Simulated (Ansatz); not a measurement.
Here is an Ansatz 0.2.0 calculation.

input.yaml

```yaml
crystal:
  lattice:
    - [2.67, 0.0, 0.0]
    - [-1.335, 2.3122878281, 0.0]
    - [0.0, 0.0, 4.966]
  atoms:
    - { symbol: Zn, position: [0.6666666667, 0.3333333333, 0.75] }
    - { symbol: Zn, position: [0.3333333333, 0.6666666667, 0.25] }
kpoints:
  mp_grid: { grid: [11, 11, 6] }
scf:
  occupations: { method: fermi_dirac, width: 0.05 }
hamiltonian:
  xc: pbesol
  pseudopotentials: { kind: all_electron, lapw: { basis_error: 0.001 } }
output:
  forces: true
  stress: true
  eigenvalues: true
```

Potentials or basis: all-electron LAPW, scalar-relativistic.

Run with:

```bash
$ ansatz run input.yaml --threads 1 --pin off --max-ram 3072MiB --backend cpu --events-out ev --progress --plain --runs-dir out
```

Predict the pressure.

-5.6 GPa.

Predict the band gap on the k mesh.

none (metal or under the smearing width).
